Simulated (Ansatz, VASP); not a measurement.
SiW3 in VASP and in Ansatz

The input INCAR:

```
SYSTEM = SiW3
ALGO = Fast
EDIFF = 1E-7
ENCUT = 520
GGA = PE
ISIF = 2
ISMEAR = 0
LASPH = .TRUE.
LCHARG = .TRUE.
LELF = .TRUE.
LREAL = .FALSE.
LVHAR = .TRUE.
LWAVE = .FALSE.
NBANDS = 31
NELM = 100
PREC = Accurate
SIGMA = 0.15
```

Contents of KPOINTS:

```
k-points
0
G
  14 14 14
  0 0 0
```

The input POSCAR:

```
SiW3
1.0
   -2.4735778813      2.4735778813      2.4735778813
    2.4735778813     -2.4735778813      2.4735778813
    2.4735778813      2.4735778813     -2.4735778813
Si W
1 3
Direct
    0.0000000000      0.0000000000      0.0000000000
    0.5000000000      0.5000000000      0.0000000000
    0.5000000000      0.0000000000      0.5000000000
    0.0000000000      0.5000000000      0.5000000000
```

Input for Ansatz:

```yaml
crystal:
  lattice:
    - [-2.4735778813, 2.4735778813, 2.4735778813]
    - [2.4735778813, -2.4735778813, 2.4735778813]
    - [2.4735778813, 2.4735778813, -2.4735778813]
  atoms:
    - { symbol: Si, position: [0.0, 0.0, 0.0] }
    - { symbol: W, position: [0.5, 0.5, 0.0] }
    - { symbol: W, position: [0.5, 0.0, 0.5] }
    - { symbol: W, position: [0.0, 0.5, 0.5] }
basis:
  ecutwfc: 420
kpoints:
  mp_grid: { grid: [14, 14, 14] }
hamiltonian:
  xc: pbe
scf:
  occupations: { method: gaussian, width: 0.15 }
output:
  forces: true
  stress: true
  eigenvalues: true
```

Change from the starting cell: strain -0.050 along x and y, -0.050 along z, atoms carried along.

Alike in both runs: task single point; functional PBE; k mesh 14 × 14 × 14; occupations gaussian, width 0.15 eV; no spin polarisation.

|  | VASP | Ansatz |
| --- | --- | --- |
| version | VASP 6.6.1 | Ansatz 0.2.0 |
| potentials or method | VASP PAW PBE potentials, release 64 (Si, W_sv) | scalar-relativistic, plane waves, PAW |
| plane-wave cutoff (eV) | 520 | 420 |
| valence electrons in the cell | 46 | 46 |

|  | VASP | Ansatz | Ansatz less VASP |
| --- | --- | --- | --- |
| gap on the k mesh at the Fermi level (eV) | none | none | - |
| pressure (GPa) | 41.4 | 40.3 | -1.02 |

A gap of «none» marks a metal or a gap that the smearing closes. With one functional, cell and mesh, what is left measures potentials, basis and numerics.

Caveats: so large a pressure means that the cell lies far from this level's equilibrium, or that cutoff or potentials fall short (VASP). Spin-orbit coupling is left out, which matters for the levels of W.
